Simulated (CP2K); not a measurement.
**AlCu under changes of volume**

One of the cells (13.466 Å³/atom); the others are scaled copies at fixed shape and fractional positions:

```
Cu Al
1.0
     2.99751    0.00000    0.00000
     0.00000    2.99751    0.00000
     0.00000    0.00000    2.99751
Cu Al
1 1
Cartesian
  1.4988 1.4988 1.4988
  0.0000 0.0000 0.0000
```

The cell comes from a database or a generator and needn't be the stable form of this composition.

- Program: CP2K 2026.2
- Functional: LDA
- Potentials or basis: GTH_POTENTIALS Cu GTH-PADE-q11, Al GTH-PADE-q3; TZVP-MOLOPT-PBE-GTH basis
- Density cutoff: 6123 eV
- k mesh: 9 × 9 × 9
- Occupations: fermi-dirac, width 0.0259 eV
- Spin: no spin polarisation

```csv
volume (Å³/atom),energy over the lowest point (meV/atom),pressure (GPa)
12.658,0.00,-0.8
12.928,3.52,-3.3
13.197,11.00,-5.6
13.466,21.99,-7.6
13.736,36.30,-9.4
14.005,53.54,-11.1
14.274,?,?
```

Q: What does the run at 14.274 Å³/atom give?

A: Energy over the lowest point 73.41 meV/atom; pressure -12.5 GPa.

Worked out: A Birch-Murnaghan fit of order 3 (a polynomial in V^(-2/3)) to the other rows has its minimum at 12.57 Å³/atom, just outside them, with B0 = V·E''(V) = 123 GPa and B' = 3.4. It gives 73.46 meV/atom at 14.274 Å³/atom, against the run's 73.41, and -dE/dV = -12.6 GPa, against -12.5.

Energies are extrapolated to zero smearing.

Caveats: the basis of atomic orbitals isn't converged, which shifts pressures, moduli and gaps.
